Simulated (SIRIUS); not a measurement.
PtS2 under changes of volume

One of the cells (18.626 Å³/atom); the others are scaled copies at fixed shape and fractional positions:

```
Pt S
1.0
     3.56667    0.00000    0.00000
    -1.78333    3.08882    0.00000
     0.00000    0.00000    5.07217
Pt S
1 2
Direct
  0.00000 0.00000 0.00000
  0.66667 0.33333 0.77300
  0.33333 0.66667 0.22700
```

```yaml
Program: SIRIUS 7.12.0
Functional: PBEsol
Potentials_or_basis: all-electron FP-LAPW
Cutoff: 222 eV
Basis: apw+lo standard
k_mesh: 9 × 9 × 5
Occupations: fermi-dirac, width 0.05 eV
Spin: no spin polarisation
```

```csv
volume (Å³/atom),energy over the lowest point (meV/atom),gap on the mesh (eV)
17.165,?,?
17.531,60.59,0.99
17.896,33.48,0.97
18.626,3.97,0.94
18.992,0.00,0.92
19.357,2.12,0.89
```

Problem. What does the run at 17.165 Å³/atom give?

Solution. Energy over the lowest point 97.50 meV/atom; gap on the mesh 1.01 eV.

Worked out: A Birch-Murnaghan fit of order 3 (a polynomial in V^(-2/3)) to the other rows has its minimum at 19.04 Å³/atom with B0 = V·E''(V) = 139 GPa and B' = 4.7 at fixed shape and positions, which overstates the stiffness. It gives 97.39 meV/atom at 17.165 Å³/atom, against the run's 97.50. A straight line through the other rows of the gap, of slope -0.954 eV per unit of ln V, extrapolates to 1.01 eV, against the run's 1.01.

Energies are extrapolated to zero smearing.

Caveats: spin-orbit coupling is left out, which moves the levels of the heavy elements; an odd mesh through Γ misses points on the zone boundary, where band edges often lie.
